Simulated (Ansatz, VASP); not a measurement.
# GaN: VASP beside Ansatz

File INCAR:

```
PREC = Accurate
ENCUT = 520
EDIFF = 1E-6
ISMEAR = 0
SIGMA = 0.03
LREAL = False
LASPH = True
NELM = 80
ALGO = Fast
ISIF = 2
LWAVE = False
LCHARG = False
NBANDS = 16
```

Contents of KPOINTS:

```
Automatic mesh
0
Gamma
  14 14 14
```

File POSCAR:

```
GaN
1.0
    0.0160142625      2.1352350000      2.1352350000
    2.1512492625      0.0000000000      2.1512492625
    2.1352350000      2.1352350000      0.0160142625
Ga N
1 1
Direct
    0.0000000000      0.0000000000      0.0000000000
    0.5000000000      0.5000000000      0.5000000000
```

Input for Ansatz:

```yaml
crystal:
  lattice:
    - [0.0160142625, 2.135235, 2.135235]
    - [2.1512492625, 0.0, 2.1512492625]
    - [2.135235, 2.135235, 0.0160142625]
  atoms:
    - { symbol: Ga, position: [0.0, 0.0, 0.0] }
    - { symbol: "N", position: [0.5, 0.5, 0.5] }
basis:
  ecutwfc: 420
kpoints:
  mp_grid: { grid: [14, 14, 14] }
hamiltonian:
  xc: lda
scf:
  occupations: { method: gaussian, width: 0.03 }
output:
  forces: true
  stress: true
  eigenvalues: true
```

Change from the starting cell: strain +0.0150 x Voigt [0, 0, 0, 0, 1, 0], atoms carried along.

Alike in both runs: task single point; functional LDA; k mesh 14 × 14 × 14; occupations gaussian, width 0.03 eV; no spin polarisation.

|  | VASP | Ansatz |
| --- | --- | --- |
| version | VASP 6.6.1 | Ansatz 0.2.0 |
| potentials or method | VASP PAW LDA potentials, release 64 (Ga_d, N) | scalar-relativistic, plane waves, PAW |
| plane-wave cutoff (eV) | 520 | 420 |
| valence electrons in the cell | 18 | 18 |

```tsv
	VASP	Ansatz	Ansatz less VASP
gap on the k mesh at the Fermi level (eV)	0.15	0.13	-0.020
least direct gap on the mesh (eV)	2.35	2.32	-0.028
pressure (GPa)	-12.6	-13.6	-1.07
largest component of the traceless stress (GPa)	3.13	3.13	+0.001
```

A k mesh can miss the band edges.
